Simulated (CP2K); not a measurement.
# Bi (P2/m) in CP2K: equation of state

How stiff is Bi in PBEsol, and what volume does it want? The cell is scaled to several volumes.

Program: CP2K 2026.2. These are calculated values, not measurements. Logs are shortened: lines on timing, memory, paths and dates and some standing lists are left out, and cuts for length are marked.

## Step 1: The structure

It takes space group P2/m (No. 10, monoclinic). Conventional cell: a = 3.238 Å, b = 3.222 Å, c = 6.444 Å, α = 90.00°, β = 90.72°, γ = 90.00°. Bi (site symmetry m) is surrounded by 6 Bi at 3.22 to 3.24 Å.

This isn't the form of Bi at room conditions, which is rhombohedral.

## Step 2: Single point, PBEsol, 33.61 Å³/atom

bi_eos.inp reads:

```
&GLOBAL
  PROJECT bi_eos
  RUN_TYPE ENERGY_FORCE
  PRINT_LEVEL LOW
&END GLOBAL
&FORCE_EVAL
  METHOD QS
  STRESS_TENSOR ANALYTICAL
  &DFT
    BASIS_SET_FILE_NAME BASIS_MOLOPT_UZH
    POTENTIAL_FILE_NAME POTENTIAL_UZH
    &MGRID
      CUTOFF 450
      REL_CUTOFF 60
      NGRIDS 5
    &END MGRID
    &QS
      METHOD GPW
      EPS_DEFAULT 1.0E-10
    &END QS
    &KPOINTS
      SCHEME MONKHORST-PACK 8 8 4
      GAMMA_CENTERED T
      SYMMETRY T
      SYMMETRY_BACKEND SPGLIB
    &END KPOINTS
    &SCF
      SCF_GUESS ATOMIC
      EPS_SCF 1.0E-6
      MAX_SCF 100
      ADDED_MOS 10
      CHOLESKY OFF
      EPS_EIGVAL 1.0E-7
      &DIAGONALIZATION ON
        ALGORITHM STANDARD
      &END DIAGONALIZATION
      &MIXING ON
        METHOD BROYDEN_MIXING
        ALPHA 0.4
        BETA 1.5
        NBUFFER 8
      &END MIXING
      &SMEAR ON
        METHOD FERMI_DIRAC
        ELECTRONIC_TEMPERATURE [K] 580.226
      &END SMEAR
    &END SCF
    &XC
      &XC_FUNCTIONAL
        &GGA_X_PBE_SOL
        &END GGA_X_PBE_SOL
        &GGA_C_PBE_SOL
        &END GGA_C_PBE_SOL
      &END XC_FUNCTIONAL
    &END XC
    &PRINT
      &KPOINTS ON
      &END KPOINTS
      &MULLIKEN ON
      &END MULLIKEN
      &MO ON
        ENERGIES T
        OCCUPATION_NUMBERS T
        &EACH
          QS_SCF 0
        &END EACH
        ADD_LAST NUMERIC
      &END MO
    &END PRINT
  &END DFT
  &SUBSYS
    &CELL
      A 3.2383762460 0.0000000000 0.0000000000
      B 0.0000000000 3.2216433200 0.0000000000
      C -0.0804548793 0.0000000000 6.4438887882
      PERIODIC XYZ
    &END CELL
    &COORD
      Bi  1.7021701677 0.0000000000 4.8301965613
      Bi  1.4557511990 0.0000000000 1.6136922269
    &END COORD
    &KIND Bi
      BASIS_SET TZVP-MOLOPT-PBE-GTH-q5
      POTENTIAL GTH-PBE-q5
    &END KIND
    &PRINT
      &ATOMIC_COORDINATES ON
      &END ATOMIC_COORDINATES
      &CELL ON
      &END CELL
    &END PRINT
  &END SUBSYS
  &PRINT
    &FORCES ON
    &END FORCES
    &STRESS_TENSOR ON
    &END STRESS_TENSOR
  &END PRINT
&END FORCE_EVAL
```

Potentials or basis: POTENTIAL_UZH Bi GTH-PBE-q5; TZVP-MOLOPT-PBE-GTH basis.

Run with:

```sh
$ OMP_NUM_THREADS=1 cp2k.psmp -i bi_eos.inp -o bi_eos.out
```

bi_eos.out:

```text

 CP2K| version string:                                       CP2K version 2026.2
 CP2K| Input file name                                                bi_eos.inp

 GLOBAL| Force Environment number                                              1
 GLOBAL| Basis set file name                                    BASIS_MOLOPT_UZH
 GLOBAL| Potential file name                                       POTENTIAL_UZH
 GLOBAL| MM Potential file name                                     MM_POTENTIAL
 GLOBAL| Coordinate file name                                      __STD_INPUT__
 GLOBAL| Method name                                                        CP2K
 GLOBAL| Project name                                                     bi_eos
 GLOBAL| Run type                                                   ENERGY_FORCE
 GLOBAL| FFT library                                                       FFTW3
[... 6 lines left out ...]
 GLOBAL| Total number of message passing processes                             1
 GLOBAL| Number of threads for this process                                    1
 GLOBAL| CPU model name                          Intel(R) Xeon(R) Platinum 8488C

 CELL| Volume [angstrom^3]:                                            67.228404
 CELL| Vector a [angstrom]:       3.238     0.000     0.000   |a| =     3.238376
 CELL| Vector b [angstrom]:       0.000     3.222     0.000   |b| =     3.221643
 CELL| Vector c [angstrom]:      -0.080     0.000     6.444   |c| =     6.444391
 CELL| Angle (b,c), alpha [degree]:                                    90.000000
 CELL| Angle (a,c), beta  [degree]:                                    90.715327
 CELL| Angle (a,b), gamma [degree]:                                    90.000000
 CELL| Numerically orthorhombic:                                              NO
 CELL| Periodicity                                                           XYZ

 CELL_REF| Volume [angstrom^3]:                                        67.228404
 CELL_REF| Vector a [angstrom     3.238     0.000     0.000   |a| =     3.238376
 CELL_REF| Vector b [angstrom     0.000     3.222     0.000   |b| =     3.221643
 CELL_REF| Vector c [angstrom    -0.080     0.000     6.444   |c| =     6.444391
 CELL_REF| Angle (b,c), alpha [degree]:                                90.000000
 CELL_REF| Angle (a,c), beta  [degree]:                                90.715327
 CELL_REF| Angle (a,b), gamma [degree]:                                90.000000
 CELL_REF| Numerically orthorhombic:                                          NO
 CELL_REF| Periodicity                                                       XYZ
[... 9 lines left out ...]
 TOTAL NUMBERS AND MAXIMUM NUMBERS

  Total number of            - Atomic kinds:                                   1
                             - Atoms:                                          2
                             - Shell sets:                                     2
                             - Shells:                                        14
                             - Primitive Cartesian functions:                 10
                             - Cartesian basis functions:                     36
                             - Spherical basis functions:                     34

  Maximum angular momentum of- Orbital basis functions:                        2
                             - Local part of the GTH pseudopotential:          0
                             - Non-local part of the GTH pseudopotential:      4

 MODULE QUICKSTEP: ATOMIC COORDINATES IN ANGSTROM

   Atom Kind Element         X             Y             Z       Z(eff)     Mass
      1    1 Bi   83      1.702170      0.000000      4.830197   5.0000 208.9804
      2    1 Bi   83      1.455751      0.000000      1.613692   5.0000 208.9804

 SCF PARAMETERS         Density guess:                                    ATOMIC
                        --------------------------------------------------------
                        max_scf:                                             100
[... 30 lines left out ...]
  Hartree energy:                                              10.11488165752595
  Exchange-correlation energy:                                 -2.67125098495302
  Electronic entropic energy:                                  -0.00053113110447
  Fermi energy:                                                 0.17591296000597

  Total energy:                                               -10.95048802174442
  Total energy (extrapolated to T->0):                        -10.95022245619219

 MO| EIGENVALUES AND OCCUPATION NUMBERS FOR K POINT 1
 MO|
 MO|  Index      Eigenvalue [a.u.]        Eigenvalue [eV]             Occupation
 MO|      1              -0.187676              -5.106917               2.000000
 MO|      2              -0.136884              -3.724801               2.000000
 MO|      3               0.084741               2.305931               2.000000
 MO|      4               0.086748               2.360541               2.000000
 MO|      5               0.134269               3.653641               2.000000
 MO|      6               0.137833               3.750628               2.000000
 MO|      7               0.142281               3.871659               2.000000
 MO|      8               0.335993               9.142842               0.000000
 MO|      9               0.366466               9.972055               0.000000
 MO|     10               0.424021              11.538207               0.000000
 MO|     11               0.448800              12.212464               0.000000
 MO|     12               0.454896              12.378348               0.000000
 MO|     13               0.648179              17.637850               0.000000
[... 270 lines left out ...]
 MO|      5               0.094418               2.569252               2.000000
 MO|      6               0.297241               8.088329               0.000000
 MO|      7               0.367097               9.989213               0.000000
 MO|      8               0.387714              10.550233               0.000000
 MO|      9               0.441611              12.016836               0.000000
 MO|     10               0.537978              14.639112               0.000000
 MO|     11               0.547369              14.894672               0.000000
 MO|     12               0.655786              17.844836               0.000000
 MO|     13               0.698839              19.016385               0.000000
 MO|     14               0.722008              19.646843               0.000000
 MO|     15               0.726921              19.780537               0.000000
 MO| Sum:                                                              10.000000
 MO| E(Fermi):            0.175913 a.u.          4.786835 eV
 MO| Band gap:            0.202822 a.u.          5.519076 eV

 [... the levels of further k-points ...]

 !-----------------------------------------------------------------------------!
                     Mulliken Population Analysis

 #  Atom  Element  Kind  Atomic population                           Net charge
       1     Bi       1          5.000000                              0.000000
       2     Bi       1          5.000000                             -0.000000
 # Total charge                             10.000000                 -0.000000

 !-----------------------------------------------------------------------------!

 ENERGY| Total FORCE_EVAL ( QS ) energy [hartree]            -10.950487139922862

 FORCES| Atomic forces [hartree/bohr]
 FORCES|   Atom     x               y               z               |f|
 FORCES|      1  4.69731685E-04  5.18501409E-16 -6.83475790E-05   4.74678046E-04
 FORCES|      2 -4.69731685E-04  1.73782578E-16  6.83475790E-05   4.74678046E-04
 FORCES| Sum    -4.83987850E-16  6.92283986E-16  7.25374621E-15
 FORCES| Total atomic force                                       7.30276218E-15

 STRESS| Analytical stress tensor [bar]
 STRESS|                        x                   y                   z
 STRESS|      x        1.70097576416E+04  -1.21006391854E-10  -1.49509374034E+03
 STRESS|      y       -1.21006391854E-10   2.48843688552E+04   2.74543853763E-10
 STRESS|      z       -1.49509374034E+03   2.74543853763E-10   1.44873675045E+04
 STRESS| 1/3 Trace                                             1.87938313338E+04
 STRESS| Determinant                                           6.07654650051E+12

 STRESS| Eigenvectors and eigenvalues of the analytical stress tensor [bar]
 STRESS|                        1                   2                   3
 STRESS| Eigenvalues   1.37925670993E+04   1.77045580468E+04   2.48843688552E+04
 STRESS|      x           0.421435495105      0.906858381152     -0.000000000000
 STRESS|      y          -0.000000000000      0.000000000000      1.000000000000
 STRESS|      z           0.906858381152     -0.421435495105      0.000000000000
```

Wall time 27 s (1 thread of Intel Xeon Platinum 8488C (Sapphire Rapids), shared host); peak memory 0.34 GiB.

Results:

```
Free energy            : -297.9779 eV
Pressure               : 1.9 GPa
Largest force          : 0.024 eV/Å
Band gap on the k mesh : none (metal or under the smearing width)
```

Caveat: the potentials were made for another functional, which shifts forces and pressure; spin-orbit coupling is left out, which moves the levels of the heavy elements; the basis of atomic orbitals isn't converged, which shifts pressures, moduli and gaps.

## Step 3: Single point, PBEsol, 32.94 Å³/atom (volume scaled by 0.98)

Changes to bi_eos.inp since step 2:

```diff
@@ -11,2 +11,3 @@
     POTENTIAL_FILE_NAME POTENTIAL_UZH
+    WFN_RESTART_FILE_NAME previous-RESTART.kp
     &MGRID
@@ -27,3 +28,3 @@
     &SCF
-      SCF_GUESS ATOMIC
+      SCF_GUESS RESTART
       EPS_SCF 1.0E-6
@@ -72,5 +73,5 @@
     &CELL
-      A 3.2383762460 0.0000000000 0.0000000000
-      B 0.0000000000 3.2216433200 0.0000000000
-      C -0.0804548793 0.0000000000 6.4438887882
+      A 3.2166415224 0.0000000000 0.0000000000
+      B 0.0000000000 3.2000209013 0.0000000000
+      C -0.0799148974 0.0000000000 6.4006399093
       PERIODIC XYZ
@@ -78,4 +79,4 @@
     &COORD
-      Bi  1.7021701677 0.0000000000 4.8301965613
-      Bi  1.4557511990 0.0000000000 1.6136922269
+      Bi  1.6907458626 0.0000000000 4.7977781579
+      Bi  1.4459807624 0.0000000000 1.6028617514
     &END COORD
```

Potentials or basis: POTENTIAL_UZH Bi GTH-PBE-q5; TZVP-MOLOPT-PBE-GTH basis.

Run with:

```sh
$ OMP_NUM_THREADS=1 cp2k.psmp -i bi_eos.inp -o bi_eos.out
```

Wall time 26 s (1 thread of Intel Xeon Platinum 8488C (Sapphire Rapids), shared host); peak memory 0.33 GiB.

It converged, with:

```
Free energy            : -297.9570 eV
Pressure               : 3.1 GPa
Largest force          : 0.030 eV/Å
Band gap on the k mesh : none (metal or under the smearing width)
```

Caveat: the potentials were made for another functional, which shifts forces and pressure; spin-orbit coupling is left out, which moves the levels of the heavy elements; the basis of atomic orbitals isn't converged, which shifts pressures, moduli and gaps.

## Step 4: Single point, PBEsol, 34.29 Å³/atom (volume scaled by 1.02)

Changes to bi_eos.inp since step 3:

```diff
@@ -73,5 +73,5 @@
     &CELL
-      A 3.2166415224 0.0000000000 0.0000000000
-      B 0.0000000000 3.2000209013 0.0000000000
-      C -0.0799148974 0.0000000000 6.4006399093
+      A 3.2598230713 0.0000000000 0.0000000000
+      B 0.0000000000 3.2429793280 0.0000000000
+      C -0.0809877086 0.0000000000 6.4865647921
       PERIODIC XYZ
@@ -79,4 +79,4 @@
     &COORD
-      Bi  1.6907458626 0.0000000000 4.7977781579
-      Bi  1.4459807624 0.0000000000 1.6028617514
+      Bi  1.7134431463 0.0000000000 4.8621855502
+      Bi  1.4653922164 0.0000000000 1.6243792419
     &END COORD
```

Run with:

```sh
$ OMP_NUM_THREADS=1 cp2k.psmp -i bi_eos.inp -o bi_eos.out
```

Wall time 26 s (1 thread of Intel Xeon Platinum 8488C (Sapphire Rapids), shared host); peak memory 0.34 GiB.

The run converged. Its results:

```yaml
Free_energy: -297.9889 eV
Pressure: 0.8 GPa
Largest_force: 0.019 eV/Å
Band_gap_on_the_k_mesh: none (metal or under the smearing width)
```

Caveat: the potentials were made for another functional, which shifts forces and pressure; spin-orbit coupling is left out, which moves the levels of the heavy elements; the basis of atomic orbitals isn't converged, which shifts pressures, moduli and gaps.

## Step 5: Single point, PBEsol, 32.27 Å³/atom (volume scaled by 0.96)

Changes to bi_eos.inp since step 4:

```diff
@@ -73,5 +73,5 @@
     &CELL
-      A 3.2598230713 0.0000000000 0.0000000000
-      B 0.0000000000 3.2429793280 0.0000000000
-      C -0.0809877086 0.0000000000 6.4865647921
+      A 3.1946090396 0.0000000000 0.0000000000
+      B 0.0000000000 3.1781022620 0.0000000000
+      C -0.0793675179 0.0000000000 6.3567985340
       PERIODIC XYZ
@@ -79,4 +79,4 @@
     &COORD
-      Bi  1.7134431463 0.0000000000 4.8621855502
-      Bi  1.4653922164 0.0000000000 1.6243792419
+      Bi  1.6791650480 0.0000000000 4.7649156323
+      Bi  1.4360764737 0.0000000000 1.5918829017
     &END COORD
```

Run with:

```sh
$ OMP_NUM_THREADS=1 cp2k.psmp -i bi_eos.inp -o bi_eos.out
```

Wall time 23 s (1 thread of Intel Xeon Platinum 8488C (Sapphire Rapids), shared host); peak memory 0.33 GiB.

The run converged. Its results:

* Free energy: -297.9249 eV
* Pressure: 4.5 GPa
* Largest force: 0.037 eV/Å
* Band gap on the k mesh: none (metal or under the smearing width)

Caveat: the potentials were made for another functional, which shifts forces and pressure; spin-orbit coupling is left out, which moves the levels of the heavy elements; the basis of atomic orbitals isn't converged, which shifts pressures, moduli and gaps.

## Step 6: Single point, PBEsol, 34.96 Å³/atom (volume scaled by 1.04)

Changes to bi_eos.inp since step 5:

```diff
@@ -73,5 +73,5 @@
     &CELL
-      A 3.1946090396 0.0000000000 0.0000000000
-      B 0.0000000000 3.1781022620 0.0000000000
-      C -0.0793675179 0.0000000000 6.3567985340
+      A 3.2809913467 0.0000000000 0.0000000000
+      B 0.0000000000 3.2640382254 0.0000000000
+      C -0.0815136175 0.0000000000 6.5286865229
       PERIODIC XYZ
@@ -79,4 +79,4 @@
     &COORD
-      Bi  1.6791650480 0.0000000000 4.7649156323
-      Bi  1.4360764737 0.0000000000 1.5918829017
+      Bi  1.7245697123 0.0000000000 4.8937590683
+      Bi  1.4749080169 0.0000000000 1.6349274546
     &END COORD
```

Potentials or basis: POTENTIAL_UZH Bi GTH-PBE-q5; TZVP-MOLOPT-PBE-GTH basis.

Run with:

```sh
$ OMP_NUM_THREADS=1 cp2k.psmp -i bi_eos.inp -o bi_eos.out
```

Run time: 23 s. Hardware: 1 thread of Intel Xeon Platinum 8488C (Sapphire Rapids), shared host; peak memory 0.34 GiB.

Results (log left out):

* Free energy: -297.9909 eV
* Pressure: -0.2 GPa
* Largest force: 0.016 eV/Å
* Band gap on the k mesh: none (metal or under the smearing width)

Caveat: the potentials were made for another functional, which shifts forces and pressure; spin-orbit coupling is left out, which moves the levels of the heavy elements; the basis of atomic orbitals isn't converged, which shifts pressures, moduli and gaps.

## Step 7: Single point, PBEsol, 31.60 Å³/atom (volume scaled by 0.94)

Changes to bi_eos.inp since step 6:

```diff
@@ -73,5 +73,5 @@
     &CELL
-      A 3.2809913467 0.0000000000 0.0000000000
-      B 0.0000000000 3.2640382254 0.0000000000
-      C -0.0815136175 0.0000000000 6.5286865229
+      A 3.1722683854 0.0000000000 0.0000000000
+      B 0.0000000000 3.1558770435 0.0000000000
+      C -0.0788124821 0.0000000000 6.3123439430
       PERIODIC XYZ
@@ -79,4 +79,4 @@
     &COORD
-      Bi  1.7245697123 0.0000000000 4.8937590683
-      Bi  1.4749080169 0.0000000000 1.6349274546
+      Bi  1.6674222510 0.0000000000 4.7315934537
+      Bi  1.4260336523 0.0000000000 1.5807504893
     &END COORD
```

Run with:

```sh
$ OMP_NUM_THREADS=1 cp2k.psmp -i bi_eos.inp -o bi_eos.out
```

Wall time 24 s (1 thread of Intel Xeon Platinum 8488C (Sapphire Rapids), shared host); peak memory 0.33 GiB.

It converged, with:

```
Free energy            : -297.8805 eV
Pressure               : 6.1 GPa
Largest force          : 0.045 eV/Å
Band gap on the k mesh : none (metal or under the smearing width)
```

Caveat: the potentials were made for another functional, which shifts forces and pressure; spin-orbit coupling is left out, which moves the levels of the heavy elements; the basis of atomic orbitals isn't converged, which shifts pressures, moduli and gaps.

## Step 8: Single point, PBEsol, 35.63 Å³/atom (volume scaled by 1.06)

Changes to bi_eos.inp since step 7:

```diff
@@ -73,5 +73,5 @@
     &CELL
-      A 3.1722683854 0.0000000000 0.0000000000
-      B 0.0000000000 3.1558770435 0.0000000000
-      C -0.0788124821 0.0000000000 6.3123439430
+      A 3.3018899442 0.0000000000 0.0000000000
+      B 0.0000000000 3.2848288383 0.0000000000
+      C -0.0820328266 0.0000000000 6.5702716347
       PERIODIC XYZ
@@ -79,4 +79,4 @@
     &COORD
-      Bi  1.6674222510 0.0000000000 4.7315934537
-      Bi  1.4260336523 0.0000000000 1.5807504893
+      Bi  1.7355545289 0.0000000000 4.9249303487
+      Bi  1.4843025887 0.0000000000 1.6453412860
     &END COORD
```

Run with:

```sh
$ OMP_NUM_THREADS=1 cp2k.psmp -i bi_eos.inp -o bi_eos.out
```

Run time: 22 s. Hardware: 1 thread of Intel Xeon Platinum 8488C (Sapphire Rapids), shared host; peak memory 0.34 GiB.

The run converged. Its results:

* Free energy: -297.9850 eV
* Pressure: -1.2 GPa
* Largest force: 0.014 eV/Å
* Band gap on the k mesh: none (metal or under the smearing width)

Caveat: the potentials were made for another functional, which shifts forces and pressure; spin-orbit coupling is left out, which moves the levels of the heavy elements; the basis of atomic orbitals isn't converged, which shifts pressures, moduli and gaps.

## Step 9: Equation of state, PBEsol

Potentials or basis: POTENTIAL_UZH Bi GTH-PBE-q5; TZVP-MOLOPT-PBE-GTH basis.

No new run: the results of the series are fitted here.

What came out:

| Item | Value |
| --- | --- |
| Equilibrium volume | 34.78 Å³/atom |
| Bulk modulus at fixed shape and positions | 51 GPa |
| Pressure derivative of the bulk modulus | 4.6 |

Energy against volume, from the lowest point:
```
volume (Å³/atom)  energy (meV/atom)
          31.597              55.24
          32.270              33.01
          32.942              16.98
          33.614               6.51
          34.286               1.02
          34.959               0.00
          35.631               2.98
```

Caveat: the cell was scaled at fixed shape and fractional positions, which overstates the stiffness of a crystal with free parameters, most of all of layers and chains; the potentials were made for another functional, which shifts forces and pressure; spin-orbit coupling is left out, which moves the levels of the heavy elements; the basis of atomic orbitals isn't converged, which shifts pressures, moduli and gaps.
